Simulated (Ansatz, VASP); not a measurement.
# Ga: VASP beside Ansatz

File INCAR:

```
SYSTEM = Ga
ALGO     = Normal         ! electronic algorithm
EDIFF    = 1E-7           ! SCF threshold, eV
ENCUT    = 520            ! plane-wave cutoff, eV
GGA      = PS             ! functional
ISIF     = 2              ! what is computed and relaxed
ISMEAR   = -1             ! smearing method
LASPH    = .True.         ! aspherical terms in the spheres
LCHARG   = .False.        ! write CHGCAR
LREAL    = .False.        ! projectors in reciprocal space
LWAVE    = .False.        ! write WAVECAR
NBANDS   = 12             ! bands
NELM     = 60             ! most SCF steps
PREC     = Accurate       ! precision mode
SIGMA    = 0.03           ! smearing width, eV
```

File KPOINTS:

```
k-points
0
Gamma
  16 16 16
  0 0 0
```

The input POSCAR:

```
Ga
1.0
   -1.4040000000      1.4040000000      2.2290000000
    1.4040000000     -1.4040000000      2.2290000000
    1.4040000000      1.4040000000     -2.2290000000
Ga
1
Direct
    0.0000000000      0.0000000000      0.0000000000
```

Input for Ansatz:

```yaml
crystal:
  lattice:
    - [-1.404, 1.404, 2.229]
    - [1.404, -1.404, 2.229]
    - [1.404, 1.404, -2.229]
  atoms:
    - { symbol: Ga, position: [0.0, 0.0, 0.0] }
kpoints:
  mp_grid: { grid: [16, 16, 16] }
  band_path:
    path:
      - [0.0, 0.0, 0.0]
      - [0.0, 0.0, 0.5]
      - [0.25, 0.25, 0.25]
      - [0.0, 0.5, 0.0]
      - [0.0, 0.0, 0.0]
      - [0.5, 0.5, -0.5]
      - [0.3491868475, 0.6508131525, -0.3491868475]
      - [-0.3491868475, 0.3491868475, 0.3491868475]
      - [0.0, 0.0, 0.0]
    npoints: 14
scf:
  occupations: { method: fermi_dirac, width: 0.03 }
hamiltonian:
  xc: pbesol
  pseudopotentials: { kind: all_electron, lapw: { basis_error: 0.001 } }
output:
  forces: true
  stress: true
  eigenvalues: true
  populations: true
  dos: { projected: true, de: 0.2, e_range: [-14, 8] }
```

This isn't the form of Ga at room conditions, which is orthorhombic.

Alike in both runs: task single point; functional PBEsol; k mesh 16 × 16 × 16; occupations fermi-dirac, width 0.03 eV; no spin polarisation.

|  | VASP | Ansatz |
| --- | --- | --- |
| version | VASP 6.6.1 | Ansatz 0.2.0 |
| potentials or method | VASP PAW PBE potentials, release 64 (Ga_d) | all-electron LAPW, scalar-relativistic |
| plane-wave cutoff (eV) | 520 | see its input |

Ansatz gave:

- pressure (GPa): 0.6
- largest component of the traceless stress (GPa): 0.50

Q: Which values does VASP return?

A: Pressure (GPa): 0.7; largest component of the traceless stress (GPa): 0.51.

Ansatz ran all-electron here, so the differences hold the error of VASP's frozen core and of both bases.

Caveats: the PAW data sets were made with another functional, which shifts forces and pressure a little (VASP).
